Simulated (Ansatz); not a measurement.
# SnS2: band gap under strain

Aim: follow the gap of SnS2 (CdI2 type) through these states: +2.0 % biaxial strain in x and y, free along z; +3.0 % biaxial strain in x and y, free along z; +4.0 % biaxial strain in x and y, free along z. The table at the end shows which levels were run.

Code: Ansatz 0.2.0. PAW datasets, plane waves. The values are computed, spin-unpolarised, and not measurements.

## (1) The cell

The unstrained cell was relaxed with r2SCAN+rVV10; in each strained cell the atoms were relaxed again with r2SCAN+rVV10. Names of k-points are those of the unstrained zone, where strain can split equivalent points. First state: +2.0 % biaxial strain in x and y, free along z.

The symmetry is P-3m1 (No. 164, trigonal); a = 3.734 Å, c = 5.859 Å in the conventional setting, 23.58 Å³ an atom. Sn has 6 S at 2.59 Å; S has 3 Sn at 2.59 Å.

Coordinates:

```xyz
3
Lattice="3.7340 0.0000 0.0000 -1.8670 3.2337 0.0000 0.0000 0.0000 5.8589" Properties=species:S:1:pos:R:3 pbc="T T T"
Sn    0.0000    0.0000    0.0000
S     0.0000    2.1558    1.4389
S     1.8670    1.0779    4.4200
```

From earlier runs on the unstrained cell: PBE 1.43 eV, r2SCAN 1.81 eV, HSE06 2.32 eV, r2SCAN+SOC 1.75 eV, G0W0 2.37 eV (on its mesh); a = 3.661 Å, c = 5.962 Å.

## (2) +2.0 % biaxial strain in x and y, free along z: PBE

Input file input.yaml:

```yaml
crystal:
  lattice:
    - [3.7339699027, 0.0, 0.0]
    - [-1.8669849513, 3.2337127927, 0.0]
    - [0.0, 0.0, 5.8589330642]
  atoms:
    - { symbol: Sn, position: [0.0, 0.0, 0.0] }
    - { symbol: S, position: [0.3333333333, 0.6666666667, 0.245590536] }
    - { symbol: S, position: [0.6666666667, 0.3333333333, 0.754409464] }
kpoints:
  mp_grid: { grid: [12, 12, 4] }
  band_path:
    path:
      - [0.0, 0.0, 0.0]
      - [0.5, 0.0, 0.0]
      - [0.3333333333, 0.3333333333, 0.0]
      - [0.0, 0.0, 0.5]
      - [0.5, 0.0, 0.5]
      - [0.3333333333, 0.3333333333, 0.5]
      - [0.0, -0.5, 0.25]
      - [0.0, 0.453125, 0.302083]
    npoints: 1
hamiltonian:
  xc: pbe
scf:
  occupations: { method: fermi_dirac, width: 0.02 }
  n_extra_bands: 4
output:
  forces: true
  stress: true
  eigenvalues: true
  write_density: true
  write_potential: true
  elf: true
  volumetric_format: npy
```

Command:

```sh
$ ansatz run input.yaml --threads 2 --pin off --max-ram 29491MiB --backend cpu --events-out ev --progress --plain --runs-dir out
```

Further steps of the session: +2.0 % biaxial strain in x and y, free along z: r2SCAN; +2.0 % biaxial strain in x and y, free along z: HSE06; +2.0 % biaxial strain in x and y, free along z: r2SCAN+SOC; +2.0 % biaxial strain in x and y, free along z: r2SCAN; +2.0 % biaxial strain in x and y, free along z: G0W0@PBE; +3.0 % biaxial strain in x and y, free along z: PBE; +3.0 % biaxial strain in x and y, free along z: r2SCAN; +3.0 % biaxial strain in x and y, free along z: HSE06; +3.0 % biaxial strain in x and y, free along z: r2SCAN+SOC; +3.0 % biaxial strain in x and y, free along z: r2SCAN; +3.0 % biaxial strain in x and y, free along z: G0W0@PBE; +4.0 % biaxial strain in x and y, free along z: PBE; +4.0 % biaxial strain in x and y, free along z: r2SCAN; +4.0 % biaxial strain in x and y, free along z: HSE06; +4.0 % biaxial strain in x and y, free along z: r2SCAN+SOC; +4.0 % biaxial strain in x and y, free along z: r2SCAN; +4.0 % biaxial strain in x and y, free along z: G0W0@PBE.

Q: Predict the outcome of this session.

As calculated:

Least gap in eV (negative: overlap), with the change from the unstrained cell in brackets. G0W0 is on its own coarse mesh.

| state | volume change (%) | PBE | r2SCAN | HSE06 | G0W0 |
| --- | --- | --- | --- | --- | --- |
| +2.0 % biaxial strain in x and y, free along z | +2.2 | 1.20 (-0.23) | 1.55 (-0.26) | 2.08 (-0.24) | 2.13 (-0.24) |
| +3.0 % biaxial strain in x and y, free along z | +3.4 | 1.09 (-0.34) | 1.43 (-0.38) | 1.96 (-0.36) | 1.89 (-0.48) |
| +4.0 % biaxial strain in x and y, free along z | +4.3 | 0.91 (-0.52) | 1.29 (-0.52) | 1.79 (-0.53) | 1.56 (-0.81) |

What this shows: With HSE06, of the states in the table +4.0 % biaxial strain in x and y, free along z shifts the gap most, by -0.529 eV. PBE and HSE06 differ by 0.88 eV on the unstrained gap, and by at most 0.01 eV on its change: PBE follows the response to strain far better than the gap itself. Spin-orbit coupling is left out of the table, though the cell holds Sn (Z = 50); in an element this heavy it can shift bands and gaps by tenths of an eV. G0W0 values are finite-basis, finite-mesh values.
